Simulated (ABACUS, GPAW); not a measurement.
This is a calculation of FeO (Wuestite) for GPAW 26.7.0 (ASE script). 

The input run.py:

```python
from ase import Atoms
from ase.dft.bandgap import bandgap
from ase.io import write
from ase.units import Bohr, GPa
from gpaw import GPAW, PW, setup_paths
from gpaw.elf import elf_from_dft_calculation

setup_paths.insert(0, '.')

atoms = Atoms(['Fe', 'O'],
              cell=[[1.5188209023, 0.8768916568, 2.5195772846],
                    [-1.5188209023, 0.8768916568, 2.5195772846],
                    [0.0, -1.7537833136, 2.5195772846]],
              scaled_positions=[[0.0, 0.0, 0.0],
                                [0.5, 0.5, 0.5]],
              pbc=True)
atoms.set_initial_magnetic_moments([3.0, 0.0])

calc = GPAW(mode=PW(800),
            xc='PBEsol',
            kpts={'size': (11, 11, 11), 'gamma': True},
            occupations={'name': 'fermi-dirac', 'width': 0.05},
            nbands=17,
            convergence={'density': 1e-05, 'energy': 1e-05},
            maxiter=150,
            txt='gpaw.txt')
atoms.calc = calc
energy = atoms.get_potential_energy()
forces = atoms.get_forces()
stress = atoms.get_stress()
calc.write('gs.gpw')
write('result.traj', atoms)
print(f'Energy: {energy:.6f} eV')
print('Forces (eV/A):')
print(forces.round(4))
print('Stress (GPa):', (stress / GPa).round(3))
print('Moments:', calc.get_magnetic_moments().round(3))
print('Fermi level:', round(calc.get_fermi_level(), 4), 'eV')
print(f'Gap: {bandgap(calc)[0]:.4f} eV, direct: {bandgap(calc, direct=True)[0]:.4f} eV')

# fields on the real-space grid
write('density.cube', atoms, data=calc.get_pseudo_density() * Bohr**3)
write('potential.cube', atoms, data=calc.get_electrostatic_potential())
write('spin.cube', atoms, data=(calc.get_pseudo_density(spin=0) - calc.get_pseudo_density(spin=1)) * Bohr**3)
write('elf.cube', atoms, data=elf_from_dft_calculation(calc).data)
```

Potentials or basis: PAW data sets generated in the run's folder for this functional, pw.

Launch:

```sh
$ gpaw-setup -f PBEsol Fe O
$ OMP_NUM_THREADS=1 python run.py
```

Problem. Set up the same calculation for ABACUS 3.10.1. Potentials or basis there: PseudoDojo NC SR 0.4.1 PBEsol standard, plane waves, cutoff 1225 eV.

Solution. As run (cutoffs and basis follow the program's own potentials, and thresholds, step limits or extra output files can differ):

The input INPUT:

```
INPUT_PARAMETERS
suffix              FeO
calculation         scf
basis_type          pw
pseudo_dir          ./
symmetry            1
dft_functional      pbesol
ecutwfc             90
pseudo_rcut         7
nspin               2
nbands              17
ks_solver           dav
smearing_method     fd
smearing_sigma      0.00367493
scf_thr             1e-08
scf_nmax            100
mixing_type         broyden
mixing_beta         0.4
cal_force           1
cal_stress          1
kpar                4
```

File STRU:

```
ATOMIC_SPECIES
Fe 55.8450 Fe.upf
O 15.9990 O.upf

LATTICE_CONSTANT
1.8897261246

LATTICE_VECTORS
1.5188209023 0.8768916568 2.5195772846
-1.5188209023 0.8768916568 2.5195772846
0.0000000000 -1.7537833136 2.5195772846

ATOMIC_POSITIONS
Direct

Fe
0.0
1
0.0000000000 0.0000000000 0.0000000000 1 1 1 mag 3

O
0.0
1
0.5000000000 0.5000000000 0.5000000000 1 1 1 mag 0
```

KPT

```
K_POINTS
0
Gamma
11 11 11 0 0 0
```

Potentials or basis: PseudoDojo NC SR 0.4.1 PBEsol standard, plane waves.

Command:

```console
$ OMP_NUM_THREADS=1 mpirun -np 4 abacus > log
```

Both were run:

|  | GPAW | ABACUS |
| --- | --- | --- |
| Pressure | -8.0 GPa | -10.1 GPa |
| Net moment | 4.00 μB per cell | 4.00 μB per cell |

The potentials hold 14 and 22 valence electrons a cell.

The magnetic state is the one that the start led to; the real crystal's order can differ.

Pressure is positive in compression.
